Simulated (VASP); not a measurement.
A run of VASP 6.6.1:

Contents of INCAR:

```
PREC = Accurate ; ENCUT = 520
EDIFF = 1E-6 ; ISMEAR = 0
SIGMA = 0.1 ; LREAL = F
LASPH = T ; NELM = 100
ALGO = Normal ; ISIF = 2
LWAVE = F ; LCHARG = T
LDIPOL = T ; IDIPOL = 3
DIPOL = 0.5 0.5 0.294 ; GGA = PE
LELF = T ; LVHAR = T
LVACPOTAV = T ; NBANDS = 7
```

KPOINTS

```
regular mesh
0
Gamma
  30 30 1
```

POSCAR

```
Be
1.0
    2.1236787991      0.0000000000      0.0000000000
   -1.0618393996      1.8391597895      0.0000000000
    0.0000000000      0.0000000000     23.8000000000
Be
1
Direct
    0.0000000000      0.0000000000      0.2941176471
```

Potentials or basis: VASP PAW PBE potentials, release 64 (Be).

Launch:

```console
$ cat potpaw_PBE.64/Be/POTCAR > POTCAR
$ mpirun -np 1 vasp_std > vasp.out
```

Hardware: 1 thread of Intel(R) Xeon(R) Platinum 8488C (Sapphire Rapids) (shared host).

Estimate the wall time of this run.

Wall time 52 s on 1 thread of Intel(R) Xeon(R) Platinum 8488C (Sapphire Rapids), with other jobs on the host, peak memory 0.22 GiB. Counts: scf iterations 18, k points 91.
